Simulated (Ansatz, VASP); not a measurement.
## One calculation of Sc, two programs

```
Sc
1.0
     0.00000    2.28397    2.28397
     2.28397    0.00000    2.28397
     2.28397    2.28397    0.00000
Sc
1
Direct
  0.00000 0.00000 0.00000
```

Alike in both runs: functional PBEsol; k mesh 6 × 6 × 6; occupations gaussian, width 0.1 eV; no spin polarisation.

Ansatz relaxed the structure, and its values are those at the end. VASP's run is a single point on that final structure, the one shown.

```csv
,VASP,Ansatz
version,VASP 6.6.1,Ansatz 0.2.0
potentials or method,"VASP PAW PBE potentials, release 64 (Sc_sv)","scalar-relativistic, plane waves, PAW"
plane-wave cutoff (eV),520,420
valence electrons in the cell,11,11
```

```csv
,VASP,Ansatz,Ansatz less VASP
gap on the k mesh at the Fermi level (eV),none,none,-
pressure (GPa),-0.3,-0.3,0.00
```

A gap of «none» marks a metal or a gap that the smearing closes.

Caveats: the k mesh is coarse (spacing up to 0.40 Å⁻¹), so the values aren't converged; the PAW data sets were made with another functional, which shifts forces and pressure a little (VASP).
